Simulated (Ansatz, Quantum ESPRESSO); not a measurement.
This is a calculation of Al (Aluminum) for Ansatz 0.2.0. 

input.yaml

```yaml
crystal:
  lattice:
    - [0.0, 2.024805, 2.024805]
    - [2.024805, 0.0, 2.024805]
    - [2.024805, 2.024805, 0.0]
  atoms:
    - { symbol: Al, position: [0.0, 0.0, 0.0] }
kpoints:
  mp_grid: { grid: [11, 11, 11] }
scf:
  occupations: { method: fermi_dirac, width: 0.05 }
hamiltonian:
  xc: pbesol
  dispersion: d4
  pseudopotentials: { kind: all_electron, lapw: { basis_error: 0.001 } }
output:
  forces: true
  stress: true
relax:
  f_tol: 0.02
  max_steps: 60
  cell: {}
```

Potentials or basis: all-electron LAPW, scalar-relativistic.

Command:

```console
$ ansatz run input.yaml --threads 1 --pin off --max-ram 3072MiB --backend cpu --events-out ev --progress --plain --runs-dir out
```

Translate it to Quantum ESPRESSO 7.5 (ASE script). Potentials or basis there: PseudoDojo 0.4.1 SR PBE standard, cutoff 544 eV.

As run (cutoffs and basis follow the program's own potentials, and thresholds, step limits or extra output files can differ):

run.py

```python
import numpy as np
from ase.calculators.espresso import Espresso, EspressoProfile
import spglib
from ase import Atoms
from ase.io import read

atoms = read('Al.cif')
cell, pos, num = spglib.standardize_cell((atoms.cell[:], atoms.get_scaled_positions(), atoms.numbers), to_primitive=True, symprec=1e-4)
atoms = Atoms(numbers=num, cell=cell, scaled_positions=pos, pbc=True)

input_data = {
    'control': {'calculation': 'scf', 'prefix': 'pwscf', 'outdir': './tmp', 'tprnfor': True, 'tstress': True, 'disk_io': 'low'},
    'system': {'ecutwfc': 40.0, 'nbnd': 6, 'input_dft': 'pbesol', 'occupations': 'smearing', 'smearing': 'fd', 'degauss': 0.00367493},
    'electrons': {'conv_thr': 2e-10, 'electron_maxstep': 120, 'mixing_beta': 0.5},
}
pseudopotentials = {'Al': 'Al.upf'}
profile = EspressoProfile(command='pw.x', pseudo_dir='pseudo')
dft = Espresso(profile=profile, input_data=input_data, pseudopotentials=pseudopotentials, kpts=(11, 11, 11), koffset=(0, 0, 0))
from ase.calculators.mixing import SumCalculator
from dftd4.ase import DFTD4
d4 = DFTD4(method='pbesol')
atoms.calc = SumCalculator([dft, d4])

from ase.optimize import BFGS
from ase.filters import FrechetCellFilter
done = BFGS(FrechetCellFilter(atoms), trajectory='opt.traj').run(fmax=0.02, steps=30)
print('converged', done)
print('cell (A)', np.round(atoms.cell.cellpar(), 5))
print(f'energy {atoms.get_potential_energy():.8f} eV')
print('forces (eV/A)')
print(np.round(atoms.get_forces(), 6))
print('stress (eV/A^3, Voigt)')
print(np.round(atoms.get_stress(), 8))
print(f'Fermi level {dft.get_fermi_level():.4f} eV')
print(f'D4 part {d4.get_potential_energy(atoms):.8f} eV')
atoms.write('final.traj')
```

The input Al.cif:

```cif
data_Al
_cell_length_a 4.04961000
_cell_length_b 4.04961000
_cell_length_c 4.04961000
_cell_angle_alpha 90.00000000
_cell_angle_beta 90.00000000
_cell_angle_gamma 90.00000000
_space_group_name_H-M_alt 'Fm-3m'
_space_group_name_Hall '-F 4 2 3'
_space_group_IT_number 225
loop_
_space_group_symop_operation_xyz
'x,y,z'
'-x,-y,-z'
'-y,x,z'
'y,-x,-z'
'-x,-y,z'
'x,y,-z'
'y,-x,z'
'-y,x,-z'
'x,-y,-z'
'-x,y,z'
'-y,-x,-z'
'y,x,z'
'-x,y,-z'
'x,-y,z'
'y,x,-z'
'-y,-x,z'
'z,x,y'
'-z,-x,-y'
'z,-y,x'
'-z,y,-x'
'z,-x,-y'
'-z,x,y'
'z,y,-x'
'-z,-y,x'
'-z,x,-y'
'z,-x,y'
'-z,-y,-x'
'z,y,x'
'-z,-x,y'
'z,x,-y'
'-z,y,x'
'z,-y,-x'
'y,z,x'
'-y,-z,-x'
'x,z,-y'
'-x,-z,y'
'-y,z,-x'
'y,-z,x'
'-x,z,y'
'x,-z,-y'
'-y,-z,x'
'y,z,-x'
'-x,-z,-y'
'x,z,y'
'y,-z,-x'
'-y,z,x'
'x,-z,y'
'-x,z,-y'
'x,y+1/2,z+1/2'
'-x,-y+1/2,-z+1/2'
'-y,x+1/2,z+1/2'
'y,-x+1/2,-z+1/2'
'-x,-y+1/2,z+1/2'
'x,y+1/2,-z+1/2'
'y,-x+1/2,z+1/2'
'-y,x+1/2,-z+1/2'
'x,-y+1/2,-z+1/2'
'-x,y+1/2,z+1/2'
'-y,-x+1/2,-z+1/2'
'y,x+1/2,z+1/2'
[... 40 lines left out ...]
'-x+1/2,-y,z+1/2'
'x+1/2,y,-z+1/2'
'y+1/2,-x,z+1/2'
'-y+1/2,x,-z+1/2'
'x+1/2,-y,-z+1/2'
'-x+1/2,y,z+1/2'
'-y+1/2,-x,-z+1/2'
'y+1/2,x,z+1/2'
'-x+1/2,y,-z+1/2'
'x+1/2,-y,z+1/2'
'y+1/2,x,-z+1/2'
'-y+1/2,-x,z+1/2'
'z+1/2,x,y+1/2'
'-z+1/2,-x,-y+1/2'
'z+1/2,-y,x+1/2'
'-z+1/2,y,-x+1/2'
'z+1/2,-x,-y+1/2'
'-z+1/2,x,y+1/2'
'z+1/2,y,-x+1/2'
'-z+1/2,-y,x+1/2'
'-z+1/2,x,-y+1/2'
'z+1/2,-x,y+1/2'
'-z+1/2,-y,-x+1/2'
'z+1/2,y,x+1/2'
'-z+1/2,-x,y+1/2'
'z+1/2,x,-y+1/2'
'-z+1/2,y,x+1/2'
'z+1/2,-y,-x+1/2'
'y+1/2,z,x+1/2'
'-y+1/2,-z,-x+1/2'
'x+1/2,z,-y+1/2'
'-x+1/2,-z,y+1/2'
'-y+1/2,z,-x+1/2'
'y+1/2,-z,x+1/2'
'-x+1/2,z,y+1/2'
'x+1/2,-z,-y+1/2'
'-y+1/2,-z,x+1/2'
'y+1/2,z,-x+1/2'
'-x+1/2,-z,-y+1/2'
'x+1/2,z,y+1/2'
'y+1/2,-z,-x+1/2'
'-y+1/2,z,x+1/2'
'x+1/2,-z,y+1/2'
'-x+1/2,z,-y+1/2'
'x+1/2,y+1/2,z'
'-x+1/2,-y+1/2,-z'
'-y+1/2,x+1/2,z'
'y+1/2,-x+1/2,-z'
'-x+1/2,-y+1/2,z'
'x+1/2,y+1/2,-z'
'y+1/2,-x+1/2,z'
'-y+1/2,x+1/2,-z'
'x+1/2,-y+1/2,-z'
'-x+1/2,y+1/2,z'
'-y+1/2,-x+1/2,-z'
'y+1/2,x+1/2,z'
'-x+1/2,y+1/2,-z'
'x+1/2,-y+1/2,z'
'y+1/2,x+1/2,-z'
'-y+1/2,-x+1/2,z'
'z+1/2,x+1/2,y'
'-z+1/2,-x+1/2,-y'
'z+1/2,-y+1/2,x'
'-z+1/2,y+1/2,-x'
'z+1/2,-x+1/2,-y'
'-z+1/2,x+1/2,y'
'z+1/2,y+1/2,-x'
'-z+1/2,-y+1/2,x'
'-z+1/2,x+1/2,-y'
'z+1/2,-x+1/2,y'
'-z+1/2,-y+1/2,-x'
'z+1/2,y+1/2,x'
'-z+1/2,-x+1/2,y'
'z+1/2,x+1/2,-y'
'-z+1/2,y+1/2,x'
'z+1/2,-y+1/2,-x'
'y+1/2,z+1/2,x'
'-y+1/2,-z+1/2,-x'
'x+1/2,z+1/2,-y'
'-x+1/2,-z+1/2,y'
'-y+1/2,z+1/2,-x'
'y+1/2,-z+1/2,x'
'-x+1/2,z+1/2,y'
'x+1/2,-z+1/2,-y'
'-y+1/2,-z+1/2,x'
'y+1/2,z+1/2,-x'
'-x+1/2,-z+1/2,-y'
'x+1/2,z+1/2,y'
'y+1/2,-z+1/2,-x'
'-y+1/2,z+1/2,x'
'x+1/2,-z+1/2,y'
'-x+1/2,z+1/2,-y'
loop_
_atom_site_label
_atom_site_type_symbol
_atom_site_symmetry_multiplicity
_atom_site_Wyckoff_symbol
_atom_site_fract_x
_atom_site_fract_y
_atom_site_fract_z
_atom_site_occupancy
Al1 Al 4 a 0.0000000000 0.0000000000 0.0000000000 1
```

Potentials or basis: PseudoDojo 0.4.1 SR PBE standard.

Run with:

```bash
$ OMP_NUM_THREADS=1 python run.py
```

Both were run:

|  | Ansatz | Quantum ESPRESSO |
| --- | --- | --- |
| Relaxed volume | 15.84 Å³/atom | 15.91 Å³/atom |
| Relaxed cell | a = 2.819 Å, b = 2.819 Å, c = 2.819 Å, α = 60.00°, β = 60.00°, γ = 60.00° | a = 2.823 Å, b = 2.823 Å, c = 2.823 Å, α = 60.00°, β = 60.00°, γ = 60.00° |
| Space group after relaxing | Fm-3m (No. 225) | Fm-3m (No. 225) |
| Pressure after relaxing | 0.0 GPa | 0.1 GPa |

Quantum ESPRESSO's potentials were made for PBE.

Where Ansatz's input types no cutoff or centring, it takes its own default and a Γ-centred mesh.

Pressure is positive in compression.
